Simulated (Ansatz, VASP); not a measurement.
## One calculation of InSe, two programs

INCAR

```
SYSTEM = InSe
ALGO = Normal ; EDIFF = 1E-6
ENCUT = 520 ; GGA = PS
ISIF = 2 ; ISMEAR = 0
IVDW = 12 ; LASPH = .TRUE.
LCHARG = .FALSE. ; LREAL = .FALSE.
LWAVE = .FALSE. ; NBANDS = 27
NELM = 100 ; PREC = Accurate
SIGMA = 0.1
```

File KPOINTS:

```
k-points
0
G
  6 6 6
  0 0 0
```

The input POSCAR:

```
InSe
1.0
    1.9999996503      1.1547003365      8.3166700000
   -1.9999996503      1.1547003365      8.3166700000
    0.0000000000     -2.3094006730      8.3166700000
In Se
2 2
Direct
    0.0000000000      0.0000000000      0.0000000000
    0.1122000000      0.1122000000      0.1122000000
    0.6155000000      0.6155000000      0.6155000000
    0.8300000000      0.8300000000      0.8300000000
```

Input for Ansatz:

```yaml
crystal:
  lattice:
    - [1.9999996503, 1.1547003365, 8.31667]
    - [-1.9999996503, 1.1547003365, 8.31667]
    - [0.0, -2.309400673, 8.31667]
  atoms:
    - { symbol: In, position: [0.0, 0.0, 0.0] }
    - { symbol: In, position: [0.1122, 0.1122, 0.1122] }
    - { symbol: Se, position: [0.6155, 0.6155, 0.6155] }
    - { symbol: Se, position: [0.83, 0.83, 0.83] }
basis:
  ecutwfc: 420
kpoints:
  mp_grid: { grid: [6, 6, 6] }
hamiltonian:
  xc: pbesol
  dispersion: d3bj
scf:
  occupations: { method: gaussian, width: 0.1 }
output:
  forces: true
  stress: true
  eigenvalues: true
```

Alike in both runs: task single point; functional PBEsol; dispersion D3(BJ); k mesh 6 × 6 × 6; occupations gaussian, width 0.1 eV; no spin polarisation.

|  | VASP | Ansatz |
| --- | --- | --- |
| version | VASP 6.6.1 | Ansatz 0.2.0 |
| potentials or method | VASP PAW PBE potentials, release 64 (In_d, Se) | scalar-relativistic, plane waves, PAW |
| plane-wave cutoff (eV) | 520 | 420 |
| valence electrons in the cell | 38 | 58 |

VASP gave:

```
gap on the k mesh at the Fermi level (eV)       : 0.28
least direct gap on the mesh (eV)               : 0.28
pressure (GPa)                                  : -1.3
largest component of the traceless stress (GPa) : 0.44
rms of the force components (eV/Å)              : 0.066
```

Problem. What did Ansatz give for the same quantities?

Solution. gap on the k mesh at the Fermi level (eV): 0.30; least direct gap on the mesh (eV): 0.30; pressure (GPa): -1.4; largest component of the traceless stress (GPa): 0.43; rms of the force components (eV/Å): 0.058.

Atom by atom the forces differ by 0.011 eV/Å (rms over components). The two sets of potentials don't hold the same shells in valence.

Caveats: the PAW data sets were made with another functional, which shifts forces and pressure a little (VASP); spin-orbit coupling is left out, which moves the levels of the heavy elements.
